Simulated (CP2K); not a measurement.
# How the settings of CP2K move a run on PbS

Simulated with CP2K 2026.2. This is a test of settings. The cell was built from a prototype and was relaxed with r2SCAN in plane waves (Ansatz 0.2.0). Not every such cell is a known phase. All runs are without spin polarisation.

The symmetry is Pm-3m (No. 221, cubic); a = 3.635 Å in the conventional setting, 24.02 Å³ an atom. Pb is surrounded by 8 S at 3.15 Å; S is surrounded by 8 Pb at 3.15 Å.

The base run uses PBE in the SZV-MOLOPT-SR basis.

```
&GLOBAL
 PROJECT run
 RUN_TYPE ENERGY_FORCE
 PRINT_LEVEL LOW
&END GLOBAL
&FORCE_EVAL
 METHOD QS
 STRESS_TENSOR ANALYTICAL
 &DFT
  BASIS_SET_FILE_NAME BASIS_MOLOPT
  POTENTIAL_FILE_NAME GTH_POTENTIALS
  &QS
   EXTRAPOLATION USE_GUESS
  &END QS
  &MGRID
   CUTOFF 350
   REL_CUTOFF 50
  &END MGRID
  &XC
   &XC_FUNCTIONAL PBE
   &END XC_FUNCTIONAL
  &END XC
  &KPOINTS
   SCHEME MONKHORST-PACK 5 5 5
   SYMMETRY F
   FULL_GRID F
  &END KPOINTS
  &SCF
   ADDED_MOS 8
   EPS_SCF 1e-6
   MAX_SCF 80
   &DIAGONALIZATION
   &END DIAGONALIZATION
   &MIXING
    METHOD BROYDEN_MIXING
    ALPHA 0.3
   &END MIXING
   &SMEAR
    METHOD FERMI_DIRAC
    ELECTRONIC_TEMPERATURE [K] 232
   &END SMEAR
   &PRINT
    &ITERATION_INFO
    &END ITERATION_INFO
   &END PRINT
  &END SCF
  &PRINT
   &BAND_STRUCTURE
    FILE_NAME bands.bs
    ADDED_MOS 6
    &KPOINT_SET
     UNITS B_VECTOR
     SPECIAL_POINT 0.00000000 0.00000000 0.00000000
     NPOINTS 0
    &END KPOINT_SET
    &KPOINT_SET
     UNITS B_VECTOR
     SPECIAL_POINT 0.00000000 0.50000000 0.00000000
     NPOINTS 0
    &END KPOINT_SET
    &KPOINT_SET
     UNITS B_VECTOR
     SPECIAL_POINT 0.50000000 0.50000000 0.00000000
     NPOINTS 0
    &END KPOINT_SET
    &KPOINT_SET
     UNITS B_VECTOR
     SPECIAL_POINT 0.50000000 0.50000000 0.50000000
     NPOINTS 0
    &END KPOINT_SET
    &KPOINT_SET
     UNITS B_VECTOR
     SPECIAL_POINT 0.12500000 0.12500000 0.25000000
     NPOINTS 0
    &END KPOINT_SET
   &END BAND_STRUCTURE
  &END PRINT
 &END DFT
 &SUBSYS
  &CELL
   A 3.63513201 0.00000000 0.00000000
   B 0.00000000 3.63513201 0.00000000
   C -0.00000000 0.00000000 3.63513201
  &END CELL
  &COORD
   SCALED
   Pb -0.00000000 -0.00000000 -0.00000000
   S 0.50000000 0.50000000 0.50000000
  &END COORD
  &KIND Pb
   BASIS_SET SZV-MOLOPT-SR-GTH
   POTENTIAL GTH-PBE
  &END KIND
  &KIND S
   BASIS_SET SZV-MOLOPT-SR-GTH
   POTENTIAL GTH-PBE
  &END KIND
 &END SUBSYS
 &PRINT
  &STRESS_TENSOR
  &END STRESS_TENSOR
  &FORCES
  &END FORCES
 &END PRINT
&END FORCE_EVAL
```

Command: `cp2k.psmp -i run.inp`. It took 1.9 s on 2 threads of Arm Neoverse V1 (shared host), peak memory 0.19 GiB.

It converged with no gap (an overlap of 1.54 eV at the points read) and a pressure of -0.95 GPa (positive in compression). Pressures on CP2K's grid carry noise of some tenths of a GPa.

Each further run moved one setting: KPOINTS (Monkhorst-Pack mesh); XC_FUNCTIONAL (functional, with the PBE potentials kept); CUTOFF (density grid cutoff in Ry). Changes are from the base run, which isn't itself converged in every setting; energies of another Hamiltonian, functional, basis or charge aren't compared, and those at a high electronic temperature are mostly its entropy term. CP2K's gap is over the listed points.

```
                      setting  how it ended  gap change (eV)  energy change (meV/atom)  pressure change (GPa)  time (s)
              KPOINTS = 7x7x7     converged             0.04                       5.5                  -0.54       2.8
         XC_FUNCTIONAL = BLYP     converged             0.12                         –                   3.39       1.8
           XC_FUNCTIONAL = BP     converged             0.02                         –                   0.49       1.8
              KPOINTS = 2x2x2     converged             0.59                    -564.4                  -3.61       1.3
              KPOINTS = 4x4x4     converged             0.05                     -27.8                   0.13       1.6
CUTOFF = 30 (poor on purpose)     converged             0.01                    1286.5                 -38.93       1.4
```

Spin-orbit coupling is left out.
